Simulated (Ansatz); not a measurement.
# Elastic constants of TiAl₃ at 8 GPa (stress–strain coefficients): input and output

Theory: DFT PBEsol, scalar-relativistic, plane waves, PAW in Ansatz 0.2.0.

Launched with:
```bash
ansatz run input.yaml --threads 1 --pin off --max-ram 3072MiB --backend cpu --events-out ev --progress --plain --runs-dir out
```

Input (bare energies are in eV):
```yaml
crystal:
  lattice:
    - [3.8681797508, 0.0, 0.0]
    - [0.0, 3.8681797508, 0.0]
    - [0.0, 0.0, 3.8681797508]
  atoms:
    - { symbol: Ti, position: [0.0, 0.0, 0.0] }
    - { symbol: Al, position: [0.5, 0.5, 0.0] }
    - { symbol: Al, position: [0.5, 0.0, 0.5] }
    - { symbol: Al, position: [0.0, 0.5, 0.5] }
basis:
  ecutwfc: 420
kpoints:
  mp_grid: { grid: [12, 12, 12] }
hamiltonian:
  xc: pbesol
scf:
  occupations: { method: fermi_dirac, width: 0.15 }
output:
  forces: true
  stress: true
  eigenvalues: true
elastic:
  mode: relaxed_ion
  amplitude: 0.005
  stencil: two_point
```

From the output:
```
--- Elastic constants: 2 strain directions × 2 members + reference (group order 48) ---
  dense FFT box of the reference and of every strained cell: 27×27×27
  strains applied: 11, 23; error gains: componentwise 1.00 (the most a stress slope's error grows in a printed constant), spectral 1.73 (1 for all six strains in a standard setting)
  C = ∂σ_k/∂η_j (tension-positive GPa; Voigt order 11 22 33 23 13 12):
       240.514     93.048     93.048     -0.000     -0.000     -0.000
        93.048    240.514     93.048     -0.000     -0.000     -0.000
        93.048     93.048    240.514     -0.000     -0.000     -0.000
         0.000      0.000     -0.000    105.190      0.000      0.000
         0.000      0.000     -0.000      0.000    105.190      0.000
         0.000     -0.000     -0.000      0.000      0.000    105.190
  reference stress σ⁰ (GPa):     -8.000     -8.000     -8.000     -0.000     -0.000     -0.000
  C* (energy form; C + prestress term) asymmetry max|C*_kj − C*_jk| = 4.263e-14 GPa — a small one proves nothing (zero by symmetry where the batch's group is 432, −43m or m−3m); a large one is finite-difference/SCF noise where every solve ...
  moduli (Voigt/Reuss/Hill, GPa): K = 142.20/142.20/142.20   G = 92.61/89.86/91.23   E = 225.48   ν = 0.236
  mechanically stable: yes (min eigenvalue of sym C = 105.19 GPa)
  strain η (Voigt 11):  stress-route row diagonal C_11 = 240.51 GPa, energy-path curvature d²(F+E_count+ΔE)/dδ²/Ω₀ = 240.50 GPa
         δ    σ_11 (GPa) F (eV) n_scf n_hpsi n_pw
    -5.000e-3      -9.2194       -4049.0271450       8   57840   1141   relax 0 steps, max|allowed force component| 6.41e-31 eV/Å
     5.000e-3      -6.8142       -4049.0560644       7   51197   1157   relax 0 steps, max|allowed force component| 1.14e-29 eV/Å
  strain η (Voigt 23):  stress-route row diagonal C_44 = 105.19 GPa, energy-path curvature d²(F+E_count+ΔE)/dδ²/Ω₀ = 109.19 GPa
         δ    σ_23 (GPa) F (eV) n_scf n_hpsi n_pw
    -5.000e-3      -0.5259       -4049.0421983       8   93309   1149   relax 0 steps, max|allowed force component| 5.92e-31 eV/Å
     5.000e-3       0.5259       -4049.0421983       7   77239   1149   relax 0 steps, max|allowed force component| 7.89e-31 eV/Å
```

It took 120 s on 1 thread of AMD EPYC 7571, with other jobs on the host, peak memory 0.6 GiB.

In a metal, frequencies and elastic constants depend on the k mesh and the smearing, soft modes and shear constants most. Other phases may be more stable at this pressure.

This form isn't the usual stable structure of the compound at low pressure.